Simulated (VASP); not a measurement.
# GdN (Fm-3m) in VASP: a series of runs

One crystal, GdN, is run at these levels: PBE+U; tasks: single point.

Program: VASP 6.6.1. These are calculated values, not measurements. Logs are shortened: lines on timing, memory, paths and dates and some standing lists are left out, and cuts for length are marked.

## Step 1: Starting point

The structure is cubic, space group Fm-3m (No. 225). Conventional cell: a = 5.170 Å, b = 5.170 Å, c = 5.170 Å, α = 90.00°, β = 90.00°, γ = 90.00°. Gd (site symmetry m-3m) is surrounded by 6 N at 2.58 Å. N (site symmetry m-3m) is surrounded by 6 Gd at 2.58 Å.

The cell comes from a database or a generator and needn't be the stable form of this composition.

## Step 2: Single point, PBE+U, collinear spin, ferromagnetic start

INCAR

```
ALGO = All ; EDIFF = 1E-6
ENCUT = 520 ; GGA = PE
ISIF = 2 ; ISMEAR = -1
ISPIN = 2 ; LASPH = T
LCHARG = F ; LDAU = T
LDAUJ = 0 0 ; LDAUL = 3 -1
LDAUPRINT = 1 ; LDAUTYPE = 2
LDAUU = 6 0 ; LMAXMIX = 6
LORBIT = 11 ; LREAL = F
LWAVE = F ; MAGMOM = 7 7 0 0
NELM = 300 ; PREC = Accurate
SIGMA = 0.05
```

KPOINTS

```
k-points
0
Gamma
  7 7 7
```

POSCAR

```
GdN
1.0
    2.5850000000      2.5850000000      5.1700000000
    5.1700000000      2.5850000000      2.5850000000
    2.5850000000      5.1700000000      2.5850000000
Gd N
2 2
Direct
    0.0000000000      0.0000000000      0.0000000000
    0.5000000000      0.5000000000      0.5000000000
    0.2500000000      0.2500000000      0.2500000000
    0.7500000000      0.7500000000      0.7500000000
```

Potentials or basis: VASP PAW PBE potentials, release 64 (Gd, N).

Launch:

```sh
$ cat potpaw_PBE.64/Gd/POTCAR potpaw_PBE.64/N/POTCAR > POTCAR
$ mpirun -np 1 vasp_std > vasp.out
```

OUTCAR:

```text
EDIFF = 1E-6
   ENCUT = 520
   GGA = PE
   ISIF = 2
   ISMEAR = -1
   ISPIN = 2
   LASPH = T
   LORBIT = 11
   LREAL = F
   NELM = 300
   PREC = Accurate

 ion  position               nearest neighbor table
   1  0.000  0.000  0.000-   4 2.58   4 2.58   4 2.58   3 2.58   3 2.58   3 2.58
   2  0.500  0.500  0.500-   3 2.58   3 2.58   3 2.58   4 2.58   4 2.58   4 2.58
   3  0.250  0.250  0.250-   1 2.58   1 2.58   1 2.58   2 2.58   2 2.58   2 2.58
   4  0.750  0.750  0.750-   2 2.58   2 2.58   2 2.58   1 2.58   1 2.58   1 2.58

  LATTYP: Found a trigonal (rhomboedric) cell.
 ALAT       =     6.3319309851
 COS(alpha) =     0.8333333333

  Lattice vectors:

 A1 = (   2.5850000000,   2.5850000000,   5.1700000000)
 A2 = (   5.1700000000,   2.5850000000,   2.5850000000)
 A3 = (   2.5850000000,   5.1700000000,   2.5850000000)

Analysis of symmetry for initial positions (statically):
=====================================================================
 Subroutine PRICEL returns following result:

  LATTYP: Found a face centered cubic cell.
 ALAT       =     5.1700000000
[... 12 lines left out ...]
 Subroutine GETGRP returns: Found 12 space group operations
 (whereof 12 operations were pure point group operations)
 out of a pool of 12 trial point group operations.

The static configuration has the point symmetry D_3d.

Analysis of symmetry for dynamics (positions and initial velocities):
=====================================================================
 Subroutine PRICEL returns following result:

  LATTYP: Found a face centered cubic cell.
 ALAT       =     5.1700000000
[... 12 lines left out ...]
 Subroutine GETGRP returns: Found 12 space group operations
 (whereof 12 operations were pure point group operations)
 out of a pool of 12 trial point group operations.

The dynamic configuration has the point symmetry D_3d.

Analysis of structural, dynamic, and magnetic symmetry:
=====================================================================
 Subroutine PRICEL returns following result:

  LATTYP: Found a face centered cubic cell.
 ALAT       =     5.1700000000
[... 234 lines left out ...]
  o =  0.9909  v =  0.3536  0.0000 -0.4564 -0.0000  0.4564 -0.5774  0.3536  0.0000  0.0000  0.0000  0.0000  0.0000  0.0000  0.0000      0.0000  0.0000  0.0000  0.0000  0.0000  0.0000  0.0000  0.0000  0.0000  0.0000  0.0000  0.0000  0.0000  0.0000
  o =  0.9927  v = -0.4564 -0.0002 -0.3536  0.5774 -0.3536 -0.0000  0.4564  0.0000  0.0000  0.0000  0.0000  0.0000  0.0000  0.0000      0.0000  0.0000  0.0000  0.0000  0.0000  0.0000  0.0000  0.0000  0.0000  0.0000  0.0000  0.0000  0.0000  0.0000
  o =  0.9927  v = -0.3235  0.0000 -0.2589 -0.8164 -0.2515 -0.0001  0.3138  0.0000  0.0000  0.0000  0.0000  0.0000  0.0000  0.0000      0.0000  0.0000  0.0000  0.0000  0.0000  0.0000  0.0000  0.0000  0.0000  0.0000  0.0000  0.0000  0.0000  0.0000
  o =  0.9927  v =  0.5586 -0.0000  0.4278 -0.0070 -0.4322  0.0076  0.5641  0.0000  0.0000  0.0000  0.0000  0.0000  0.0000  0.0000      0.0000  0.0000  0.0000  0.0000  0.0000  0.0000  0.0000  0.0000  0.0000  0.0000  0.0000  0.0000  0.0000  0.0000

 number of electron      45.9999995 magnetization      14.0000285

 Free energy of the ion-electron system (eV)
  ---------------------------------------------------
  ext. energy  EPLUGINS =         0.00000000
  ---------------------------------------------------
  free energy    TOTEN  =       -45.37404451 eV

  energy without entropy =      -45.37281924  energy(sigma->0) =      -45.37343187

 E-fermi :   3.2004     XC(G=0): -11.0209

 val. band max:        3.1604207410   @ k =  -0.4286  -0.4286   0.1429
 cond. band min:       3.3382605179   @ k =   0.0000   0.0000   0.0000
 fundamental gap:      0.1778397768
 Fermi energy:         3.2003916215

 spin component 1

 k-point     1 :       0.0000    0.0000    0.0000
  band No.  band energies     occupation
      1     -40.9428      1.00000
      2     -40.8883      1.00000
      3     -18.7543      1.00000
      4     -18.0609      1.00000
      5     -18.0609      1.00000
      6     -17.9939      1.00000
[... 1769 lines left out ...]
     33       8.4427      0.00000
     34       8.9122      0.00000

 [... further k-points ...]

------------------------ aborting loop because EDIFF is reached ----------------------------------------

  FORCE on cell =-STRESS in cart. coord.  units (eV):
  Direction    XX          YY          ZZ          XY          YZ          ZX
  --------------------------------------------------------------------------------------
  -------------------------------------------------------------------------------------
  Total       -5.0844193     -5.0844193     -5.0844193     -0.0066583     -0.0066583     -0.0066583
  in kB     -117.8990511   -117.8990511   -117.8990511     -0.1543948     -0.1543948     -0.1543948
  external PRESSURE =    -117.8990511 kB  Pullay stress =       0.0000000 kB

 VOLUME and BASIS-vectors are now :
 -----------------------------------------------------------------------------
  energy-cutoff  :      520.00
  volume of cell :       69.09
      direct lattice vectors                 reciprocal lattice vectors
     2.585000000  2.585000000  5.170000000    -0.096711799 -0.096711799  0.290135397
     5.170000000  2.585000000  2.585000000     0.290135397 -0.096711799 -0.096711799
     2.585000000  5.170000000  2.585000000    -0.096711799  0.290135397 -0.096711799

 POSITION                                       TOTAL-FORCE (eV/Angst)
 -----------------------------------------------------------------------------------
      0.00000      0.00000      0.00000        -0.000000      0.000000      0.000000
      5.17000      5.17000      5.17000         0.000000     -0.000000     -0.000000
      2.58500      2.58500      2.58500        -0.000000      0.000000      0.000000
      7.75500      7.75500      7.75500         0.000000     -0.000000     -0.000000
 -----------------------------------------------------------------------------------
    total drift:                               -0.000000     -0.000000      0.000000

  FREE ENERGIE OF THE ION-ELECTRON SYSTEM (eV)
  ---------------------------------------------------
  free  energy   TOTEN  =       -45.3740445056 eV

  energy  without entropy=      -45.3728191073  energy(sigma->0) =      -45.37343181

 total charge

# of ion       s       p       d       f       tot
--------------------------------------------------
    1        2.029   5.649   0.483   6.968  15.130
    2        2.029   5.649   0.483   6.968  15.130
    3        1.245   2.337   0.000   0.000   3.582
    4        1.245   2.337   0.000   0.000   3.582
--------------------------------------------------
tot          6.548  15.972   0.966  13.937  37.423

 magnetization (x)

# of ion       s       p       d       f       tot
--------------------------------------------------
    1       -0.006  -0.087   0.066   6.901   6.873
    2       -0.006  -0.087   0.066   6.901   6.873
    3       -0.008  -0.101   0.000   0.000  -0.109
    4       -0.008  -0.101   0.000   0.000  -0.109
--------------------------------------------------
tot         -0.028  -0.377   0.132  13.802  13.529
```

stdout:

```text
POSCAR found type information on POSCAR GdN
 POSCAR found :  2 types and       4 ions
 scaLAPACK will be used
 LDA part: xc-table for (Slater+PW92), standard interpolation
 POSCAR, INCAR and KPOINTS ok, starting setup
[... 100 lines left out ...]
 gam= 0.637 trial= 1.077  step=  1.7149 mean=  1.0772
 gam= 1.150 g(H,U,f)=  0.133E-04 0.509E-06 0.151E-08 ort(H,U,f) = 0.481E-06-0.627E-06-0.818E-09
 gam= 1.150 trial= 1.141  step=  1.4143 mean=  1.1410
 gam= 1.453 g(H,U,f)=  0.191E-04 0.105E-05 0.538E-08 ort(H,U,f) = 0.527E-06-0.567E-06-0.132E-08
 gam= 1.453 trial= 1.168  step=  1.0232 mean=  1.1683
 gam= 0.836 g(H,U,f)=  0.157E-04 0.105E-05 0.838E-08 ort(H,U,f) = 0.199E-07 0.101E-06 0.434E-08
 gam= 0.836 trial= 1.154  step=  1.1935 mean=  1.1538
 gam= 0.849 g(
```

It took 24 min on 1 thread of Intel Xeon Platinum 8488C (Sapphire Rapids), shared host; peak memory 0.68 GiB.

Results:

- Free energy: -45.3740 eV
- Pressure: -11.8 GPa
- Band gap on the k mesh: none (metal or under the smearing width)
- Net moment: 14.00 μB per cell
- Site moments: Gd +6.87; N -0.11 μB
- Valence electrons inside the program's atomic spheres: Gd 15.13; N 3.58

Levels at points of the mesh, in eV from the Fermi level:
Spin up:
| k point | band 27 | band 28 | band 29 | band 30 | band 31 | band 32 | band 33 | band 34 |
| --- | --- | --- | --- | --- | --- | --- | --- | --- |
| (0.00, 0.00, 0.00) | -2.10 | 0.14 | 0.14 | 0.14 | 2.48 | 2.48 | 2.50 | 2.55 |
Spin down:
```
           k point  band 13  band 14  band 15  band 16  band 17  band 18  band 19  band 20
(0.00, 0.00, 0.00)    -2.03    -0.34    -0.33    -0.33     2.97     3.27     3.27     3.27
```

Eigenvalues of the final occupation matrices:
```csv
site,spin,trace,eigenvalues
site 1 f,1,6.94,0.99 0.99 0.99 0.99 0.99 0.99 0.99
site 1 f,2,0.03,0.00 0.00 0.00 0.00 0.01 0.01 0.01
site 2 f,1,6.94,0.99 0.99 0.99 0.99 0.99 0.99 0.99
site 2 f,2,0.03,0.00 0.00 0.00 0.00 0.01 0.01 0.01
```

Caveat: spin-orbit coupling is left out, which moves the levels of the heavy elements. The state reached can hang on the start; a lower one may exist.

## Step 3: Single point, PBE+U, collinear spin, antiferromagnetic start

INCAR, as its differences from that of step 2:

```diff
@@ -9,3 +9,3 @@
 LORBIT = 11 ; LREAL = F
-LWAVE = F ; MAGMOM = 7 7 0 0
+LWAVE = F ; MAGMOM = 7 -7 0 0
 NELM = 300 ; PREC = Accurate
```

KPOINTS is that of step 2.

POSCAR is that of step 2.

Potentials or basis: VASP PAW PBE potentials, release 64 (Gd, N).

Launch:

```sh
$ cat potpaw_PBE.64/Gd/POTCAR potpaw_PBE.64/N/POTCAR > POTCAR
$ mpirun -np 1 vasp_std > vasp.out
```

OUTCAR:

```text
EDIFF = 1E-6
   ENCUT = 520
   GGA = PE
   ISIF = 2
   ISMEAR = -1
   ISPIN = 2
   LASPH = T
   LORBIT = 11
   LREAL = F
   NELM = 300
   PREC = Accurate

 ion  position               nearest neighbor table
   1  0.000  0.000  0.000-   4 2.58   4 2.58   4 2.58   3 2.58   3 2.58   3 2.58
   2  0.500  0.500  0.500-   3 2.58   3 2.58   3 2.58   4 2.58   4 2.58   4 2.58
   3  0.250  0.250  0.250-   1 2.58   1 2.58   1 2.58   2 2.58   2 2.58   2 2.58
   4  0.750  0.750  0.750-   2 2.58   2 2.58   2 2.58   1 2.58   1 2.58   1 2.58

  LATTYP: Found a trigonal (rhomboedric) cell.
 ALAT       =     6.3319309851
 COS(alpha) =     0.8333333333

  Lattice vectors:

 A1 = (   2.5850000000,   2.5850000000,   5.1700000000)
 A2 = (   5.1700000000,   2.5850000000,   2.5850000000)
 A3 = (   2.5850000000,   5.1700000000,   2.5850000000)

Analysis of symmetry for initial positions (statically):
=====================================================================
 Subroutine PRICEL returns following result:
[... 1762 lines left out ...]
  --------------------------------------------------------------------------------------
  -------------------------------------------------------------------------------------
  Total       -5.0377648     -5.0377648     -5.0377648      0.0193313      0.0193313      0.0193313
  in kB     -116.8172124   -116.8172124   -116.8172124      0.4482594      0.4482594      0.4482594
  external PRESSURE =    -116.8172124 kB  Pullay stress =       0.0000000 kB

 VOLUME and BASIS-vectors are now :
 -----------------------------------------------------------------------------
  energy-cutoff  :      520.00
  volume of cell :       69.09
      direct lattice vectors                 reciprocal lattice vectors
     2.585000000  2.585000000  5.170000000    -0.096711799 -0.096711799  0.290135397
     5.170000000  2.585000000  2.585000000     0.290135397 -0.096711799 -0.096711799
     2.585000000  5.170000000  2.585000000    -0.096711799  0.290135397 -0.096711799

 POSITION                                       TOTAL-FORCE (eV/Angst)
 -----------------------------------------------------------------------------------
      0.00000      0.00000      0.00000        -0.000000      0.000000      0.000000
      5.17000      5.17000      5.17000        -0.000000     -0.000000     -0.000000
      2.58500      2.58500      2.58500        -0.000000      0.000000     -0.000000
      7.75500      7.75500      7.75500         0.000000      0.000000     -0.000000
 -----------------------------------------------------------------------------------
    total drift:                               -0.000000     -0.000000      0.000000

  FREE ENERGIE OF THE ION-ELECTRON SYSTEM (eV)
  ---------------------------------------------------
  free  energy   TOTEN  =       -45.3666367503 eV

  energy  without entropy=      -45.3662680640  energy(sigma->0) =      -45.36645241

 total charge

# of ion       s       p       d       f       tot
--------------------------------------------------
    1        2.030   5.650   0.481   6.969  15.130
    2        2.030   5.650   0.481   6.969  15.130
    3        1.245   2.337   0.000   0.000   3.582
    4        1.245   2.337   0.000   0.000   3.582
--------------------------------------------------
tot          6.549  15.975   0.962  13.938  37.423

 magnetization (x)

# of ion       s       p       d       f       tot
--------------------------------------------------
    1       -0.005  -0.086   0.056   6.902   6.867
    2        0.005   0.086  -0.056  -6.902  -6.867
    3        0.000   0.000   0.000   0.000   0.000
    4        0.000   0.000   0.000   0.000   0.000
--------------------------------------------------
tot          0.000   0.000   0.000   0.000   0.000
```

OSZICAR:

```text
N       E                     dE             d eps       ncg     rms           ort
DAV:   1     0.374802894619E+03    0.37480E+03   -0.17350E+04  1188   0.921E+03
DAV:   2     0.690185056651E+02   -0.30578E+03   -0.29007E+03  1188   0.587E+02
DAV:   3    -0.227368803589E+02   -0.91755E+02   -0.88185E+02  1188   0.425E+02
DAV:   4    -0.366883156526E+02   -0.13951E+02   -0.13619E+02  1188   0.144E+02
[... 12 lines left out ...]
CGA: 128    -0.453666316677E+02   -0.20363E-05   -0.20338E-05  1188   0.285E-05   0.102E-06
SDA: 129    -0.453666335383E+02   -0.18705E-05   -0.18716E-05  1188   0.265E-05   0.101E-06
CGA: 130    -0.453666347244E+02   -0.11862E-05   -0.11860E-05  1188   0.118E-05  -0.115E-08
CGA: 131    -0.453666357556E+02   -0.10312E-05   -0.10300E-05  1188   0.133E-05   0.422E-08
CGA: 132    -0.453666367503E+02   -0.99468E-06   -0.99237E-06  1188   0.114E-05   0.259E-07
   1 F= -.45366637E+02 E0= -.45366452E+02  d E =-.368686E-03  mag=     0.0000
```

Wall time 39 min (1 thread of Intel Xeon Platinum 8488C (Sapphire Rapids), shared host); peak memory 0.63 GiB.

What came out:

- Free energy: -45.3666 eV
- Pressure: -11.7 GPa
- Band gap on the k mesh: 0.35 eV
- Net moment: 0.00 μB per cell
- Site moments: Gd +6.87, -6.87; N +0.00 μB
- Valence electrons inside the program's atomic spheres: Gd 15.13; N 3.58

Levels at points of the mesh, in eV from the valence-band top:
Spin up:
| k point | band 19 | band 20 | band 21 | band 22 | band 23 | band 24 | band 25 | band 26 | band 27 |
| --- | --- | --- | --- | --- | --- | --- | --- | --- | --- |
| (0.00, 0.00, 0.00) | -1.97 | -1.97 | -0.01 | 0.00 | 0.00 | 2.83 | 2.91 | 2.91 | 2.91 |
Spin down:
| k point | band 21 | band 22 | band 23 | band 24 | band 25 | band 26 |
| --- | --- | --- | --- | --- | --- | --- |
| (0.00, 0.00, 0.00) | -0.01 | 0.00 | 0.00 | 2.83 | 2.91 | 2.91 |

Eigenvalues of the final occupation matrices:
```csv
site,spin,trace,eigenvalues
site 1 f,1,6.94,0.99 0.99 0.99 0.99 0.99 0.99 0.99
site 1 f,2,0.03,0.00 0.00 0.00 0.00 0.01 0.01 0.01
site 2 f,1,0.03,0.00 0.00 0.00 0.00 0.01 0.01 0.01
site 2 f,2,6.94,0.99 0.99 0.99 0.99 0.99 0.99 0.99
```

Caveat: spin-orbit coupling is left out, which moves the levels of the heavy elements; an odd mesh through Γ misses points on the zone boundary, where band edges often lie.
